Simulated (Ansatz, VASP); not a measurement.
## Two plane-wave programs on Cd

INCAR

```
SYSTEM = Cd
PREC = Accurate
ENCUT = 600
EDIFF = 1E-7
ISMEAR = -1
SIGMA = 0.05
LREAL = .False.
LASPH = .True.
NELM = 100
ALGO = Normal
ISIF = 3
LWAVE = .False.
LCHARG = .False.
GGA = RE
IBRION = 2
NSW = 40
EDIFFG = -0.01
```

Contents of KPOINTS:

```
Automatic mesh
0
Gamma
  10 10 10
  0 0 0
```

Contents of POSCAR:

```
Cd
1.0
   -1.7843220000      1.7843220000      1.7843220000
    1.7843220000     -1.7843220000      1.7843220000
    1.7843220000      1.7843220000     -1.7843220000
Cd
1
Direct
    0.0000000000      0.0000000000      0.0000000000
```

The input input.yaml:

```yaml
crystal:
  lattice:
    - [-1.784322, 1.784322, 1.784322]
    - [1.784322, -1.784322, 1.784322]
    - [1.784322, 1.784322, -1.784322]
  atoms:
    - { symbol: Cd, position: [0.0, 0.0, 0.0] }
hamiltonian:
  xc: revpbe
  pseudopotentials: { kind: paw }
kpoints:
  mp_grid: { grid: [10, 10, 10] }
scf:
  occupations: { method: fermi_dirac, width: 0.05 }
output:
  forces: true
  stress: true
  eigenvalues: true
relax:
  f_tol: 0.01
  max_steps: 40
  cell: { stress_tol: 0.05 }
```

This isn't the form of Cd at room conditions, which is hcp.

Alike in both runs: task relaxation of cell and atoms; functional revPBE; k mesh 10 × 10 × 10; occupations fermi-dirac, width 0.05 eV; no spin polarisation.

|  | VASP | Ansatz |
| --- | --- | --- |
| version | VASP 6.6.1 | Ansatz 0.2.0 |
| potentials or method | VASP PAW PBE potentials, release 64 (Cd) | Ansatz PAW |
| plane-wave cutoff (eV) | 600 | 420 |
| valence electrons in the cell | 12 | 20 |

|  | VASP | Ansatz | Ansatz less VASP |
| --- | --- | --- | --- |
| gap on the k mesh at the Fermi level, each at its own relaxed structure (eV) | none | none | - |
| relaxed volume (Å³/atom) | 24.73 | 24.66 | -0.066 |
| relaxed cell length with the largest relative difference (Å) | 3.179 | 3.176 | -0.0028 |
| energy change over the relaxation (meV/atom) | -17 | -16 | +1.3 |

A gap of «none» marks a metal or a gap that the smearing closes. The two sets of potentials don't hold the same shells in valence.

Caveats: the PAW data sets were made with another functional, which shifts forces and pressure a little (VASP); the plane-wave basis is chosen anew once the cell has moved, so the energies of steps on either side of that aren't comparable (Ansatz); the PAW data sets come from PBE, with cores solved anew for the run's functional, which leaves a small shift of forces and pressure (Ansatz).
